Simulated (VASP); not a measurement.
# Bi₂Te₃: on-the-fly training of a machine-learned force field

Bi₂Te₃, R-3m (no. 166), 20 atoms in the cell. PBEsol with D3(BJ), machine-learned force field (on-the-fly training); PAW potentials Bi, Te (PBE set).

Atoms in the training cell: 20; Target temperature (K): 500; Ensemble of the training: NpT, Langevin, temperature ramp.

## Input

INCAR:
```
PREC     = Normal         # precision mode
ENCUT    = 230            # plane-wave cutoff, eV
EDIFF    = 1E-6           # SCF threshold, eV
ISMEAR   = 0              # smearing method
SIGMA    = 0.05           # smearing width, eV
ALGO     = Normal         # electronic algorithm
LREAL    = Auto         
LASPH    = True           # aspherical terms in the spheres
NELM     = 80             # most SCF steps
NELMIN   = 4            
LWAVE    = False          # write WAVECAR
LCHARG   = False          # write CHGCAR
GGA      = PS             # functional
IVDW     = 12             # dispersion correction
KPAR     = 8            
IBRION   = 0              # ionic algorithm
NSW      = 3000           # ionic steps
POTIM    = 3              # step
TEBEG    = 150          
TEEND    = 650          
ISYM     = 0            
MDALGO   = 3            
LANGEVIN_GAMMA= 10 10        
ISIF     = 3              # what is computed and relaxed
RANDOM_SEED= 135071 0 0   
LANGEVIN_GAMMA_L= 5            
PMASS    = 100          
ML_LMLFF = True         
ML_MODE  = train        
NWRITE   = 0            
ML_MCONF = 600          
ML_MB    = 1200          
```

KPOINTS:
```
k-points
0
Gamma
  2 2 2
```

POSCAR:
```
Bi2Te3
1.0
   -4.386000000000     -2.532258280700     10.165666666700
    4.386000000000     -2.532258280700     10.165666666700
    0.000000000000      5.064516561300     10.165666666700
Bi Te
8 12
Direct
    0.610226491041      0.599256156906      0.589051467148
    0.092853716650      0.098605361494      0.609188433149
    0.108352297174      0.600792142311      0.095274822696
    0.585314538484      0.107678191603      0.099727892940
    0.400635087646      0.387526124508      0.413036244622
    0.909889689017      0.886194273936      0.397050421570
    0.904828075262      0.396219483004      0.894742309364
    0.395304399873      0.902874556786      0.898342090446
    0.781188469279      0.786792269916      0.793821775581
    0.295788367985      0.292276327952      0.782413303851
    0.299163309732      0.781524202389      0.290588877905
    0.795940494219      0.291777187092      0.281443916240
    0.222758654216      0.207829394275      0.199238686330
    0.713876161089      0.698700375345      0.220152921481
    0.719922783312      0.192592869599      0.709481773296
    0.205189535805      0.705641754959      0.705932559390
    0.004499369667      0.001306175087     -0.000127606080
    0.503004345106      0.486842282069      0.003666993924
    0.508435320853      0.003903297697      0.496212112079
   -0.012226655225      0.495546437795      0.520468949051
```

Commands:
```
cat potpaw_PBE.64/Bi/POTCAR potpaw_PBE.64/Te/POTCAR > POTCAR
# POSCAR: the crystal's sites, moved at random by about 0.06 A along each axis
mpirun -np 8 vasp_std > vasp.out
cp ML_ABN ../ML_AB.train
cp ML_FFN ../ML_FF.train
```

## Result

- MD steps with a DFT calculation: 228
- MD steps: 3000
- Force error on the training data while learning (meV/Å): 36.1
- Energy error on the training data while learning (meV/atom): 0.869
- Last threshold of the force error (eV/Å): 0.0306

Errors on the training data as learning went on:

| MD step | Energy (meV/atom) | Forces (meV/Å) | Stress (kbar) |
|---|---|---|---|
| 1 | 6.281 | 60.3 | 46.64 |
| 5 | 0.005 | 36.5 | 0.09 |
| 10 | 0.025 | 24.8 | 0.19 |
| 132 | 0.121 | 20.6 | 0.42 |
| 449 | 0.340 | 23.9 | 0.55 |
| 650 | 0.390 | 24.1 | 0.56 |
| 1072 | 0.438 | 26.4 | 0.58 |
| 1315 | 0.478 | 27.5 | 0.59 |
| 1598 | 0.501 | 29.0 | 0.60 |
| 1925 | 0.566 | 30.1 | 0.64 |
| 2235 | 0.606 | 31.9 | 0.67 |
| 2635 | 0.761 | 33.2 | 0.69 |
| 2850 | 0.802 | 35.3 | 0.71 |
| 3000 | 0.869 | 36.1 | 0.73 |

DFT calculations in each fifth of the run: 58, 38, 47, 36, 49.

ML_LOGFILE:
```
ML_LOGFILE 0.2.5

* MEMORY INFORMATION ********************

Estimated memory consumption for ML force field generation (MB):

Persistent allocations for force field  :    159.3
|
|-- CMAT for basis  :     25.9
|-- SINV for basis  :      6.5
|-- FMAT for basis  :    102.9
|-- DESC for basis  :      3.1
|-- DESC product matrix  :      3.3

Persistent allocations for ab initio data     :      1.2
|
|-- Ab initio data  :      1.1
|-- Ab initio data (new)  :      0.0

Temporary allocations for sparsification  :     53.2
|
|-- SVD matrices  :     53.1

Other temporary allocations  :     17.4
|
|-- Descriptors  :      3.3
|-- Regression  :     10.9
|-- Prediction  :      3.2

Total memory consumption  :    237.4

********************

* MACHINE LEARNING SETTINGS ********************

General settings
------------------------------------------------------------
Machine learning operation mode in strings (supertag)  :         train (I) ML_MODE
Machine learning operation mode  :             0     ML_ISTART
Machine learning force field type  :        kernel     ML_TYPE
Controls the verbosity of the output at each MD step when machine learning is used  :             1     ML_OUTPUT_MODE
[... 436 lines left out ...]

Program part                                         system clock (sec)       cpu time (sec)
---------------------------------------------------|--------------------|-------------------
Setup (file I/O, parameters,...)                   |              0.392 |              0.394
Descriptor and design matrix                       |             33.856 |             33.142
Sparsification of configurations                   |              6.467 |              6.362
Regression                                         |             10.312 |             10.044
Prediction                                         |             72.617 |             70.680
---------------------------------------------------|--------------------|-------------------
TOTAL                                              |            123.645 |            120.622

********************
```

Limits: These errors are on the data that the field was fitted to, not on fresh structures.

VASP 6.6.1 took 5850 s on 8 cores (AMD EPYC 9R14 (Zen 4)), a shared host.
